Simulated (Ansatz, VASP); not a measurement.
**One calculation of MoS2, two programs**

```xyz
6
Lattice="3.1690 0.0000 0.0000 -1.5845 2.7444 0.0000 0.0000 0.0000 12.3240" Properties=species:S:1:pos:R:3 pbc="T T T"
Mo    0.0000    1.8296    3.0810
Mo    1.5845    0.9148    9.2430
S     0.0000    1.8296    7.6779
S     1.5845    0.9148    1.5159
S     0.0000    1.8296   10.8081
S     1.5845    0.9148    4.6461
```

Alike in both runs: task single point; functional PBE; k mesh 10 × 10 × 3; no spin polarisation.

|  | VASP | Ansatz |
| --- | --- | --- |
| version | VASP 6.6.1 | Ansatz 0.2.0 |
| potentials or method | VASP PAW PBE potentials, release 64 (Mo_sv, S) | plane waves, PAW |
| plane-wave cutoff (eV) | 520 | 420 |
| occupations | methfessel-paxton of order 1, width 0.15 eV | cold, width 0.15 eV |
| valence electrons in the cell | 52 | 52 |

|  | VASP | Ansatz | Ansatz less VASP |
| --- | --- | --- | --- |
| pressure (GPa) | 1.8 | 2.0 | +0.14 |
| largest component of the traceless stress (GPa) | 0.24 | 0.27 | +0.037 |
| rms of the force components (eV/Å) | 0.037 | 0.031 | -0.0059 |

Atom by atom the forces differ by 0.006 eV/Å (rms over components).

Caveats: this functional lacks dispersion, which binds the layers, so the pressure and a relaxed spacing across them are unreliable. A k mesh can miss the band edges.
